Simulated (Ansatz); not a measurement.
# Effect of O interstitial (started 1.50 Å from the nearest host atom), symmetric start on BeO

Consider a 24-atom supercell of BeO in the wurtzite structure (space group P6_3mc, No. 186; a = 2.7118 Å, c = 4.4046 Å) at its relaxed geometry.

Now apply this change: a neutral O interstitial (started 1.50 Å from the nearest host atom), symmetric start, atoms relaxed at fixed cell.

Computed with Ansatz (an electronic-structure program), PBE, PAW, cutoff 420 eV, scalar-relativistic without spin-orbit coupling. Settings: 4×5×5 k-points, 0.01 eV Fermi–Dirac smearing.

```tsv
quantity	base	changed	shift
pressure	0.0 GPa	14.6 GPa	+14.6 GPa
gap of the supercell	7.45 eV	5.43 eV	-2.02 eV
total moment of the cell	–	0.0 μB	–
final site of the added atom	–	1 O at 1.40 Å and 2 Be at 1.56 Å	–
```

The magnetic state is the one reached from the starting moments; the real material's order can differ, and small cells can't hold many antiferromagnetic ones. The cell is small, so the values are those of an ordered compound at a high defect concentration; dilute-limit values will differ. The defect started on the symmetric site and kept its symmetry, so it may sit on a saddle. Seeded moments were not kept for O interstitial (started 1.50 Å from the nearest host atom). The defect cell is spin-polarised and ends with 0.0 μB.
